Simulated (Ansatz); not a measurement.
Crystal: HfC.

```
Hf C
1.0
     0.00000    2.32500    2.32500
     2.32500    0.00000    2.32500
     2.32500    2.32500    0.00000
Hf C
1 1
Direct
  0.50000 0.50000 0.50000
  0.00000 0.00000 0.00000
```

| Item | Value |
| --- | --- |
| Program | Ansatz 0.2.0 |
| Task | relaxation of cell and atoms |
| Functional | LDA |
| Potentials or basis | Ansatz PAW |
| Cutoff | 420 eV (not typed: the program's choice for these potentials) |
| k mesh | 10 × 10 × 10 |
| Occupations | fermi-dirac, width 0.05 eV |
| Spin | no spin polarisation |
| Hubbard terms | Hf d U = 2 eV |

At the start: volume 12.57 Å³/atom.

How do energy, volume and symmetry change on relaxing?

It ends after 7 steps and the volume is 12.11 Å³/atom (-3.6 %); space group Fm-3m (No. 225, to 0.05 Å).

The path:
| step | energy change (eV) | largest force (eV/Å) | volume (Å³) |
| --- | --- | --- | --- |
| 1 | 0.0000 | 0.0000 | 25.14 |
| 2 | -0.0127 | 0.0000 | 23.55 |
| 3 | -0.0271 | 0.0000 | 24.26 |
| 4 | -0.0272 | 0.0000 | 24.23 |
| 5 | -0.0256 | 0.0000 | 24.23 |
| 6 | -0.0256 | 0.0000 | 24.22 |
| 7 | -0.0256 | 0.0000 | 24.22 |

Final structure:
```yaml
crystal:
  lattice:
    - [0.00000, 2.29637, 2.29637]
    - [2.29637, 0.00000, 2.29637]
    - [2.29637, 2.29637, 0.00000]
  atoms:
    - { symbol: Hf, position: [0.50000, 0.50000, 0.50000] }
    - { symbol: C, position: [0.00000, 0.00000, 0.00000] }
```

Caveat: the plane-wave basis is chosen anew once the cell has moved, so the energies of steps on either side of that aren't comparable; the pressure holds a Pulay correction of +0.3 GPa for the finite cutoff; U without spin polarisation on a metal has little footing; the PAW data sets come from PBE, with cores solved anew for the run's functional, which leaves a small shift of forces and pressure; the U is typed as a test and isn't derived for this compound.
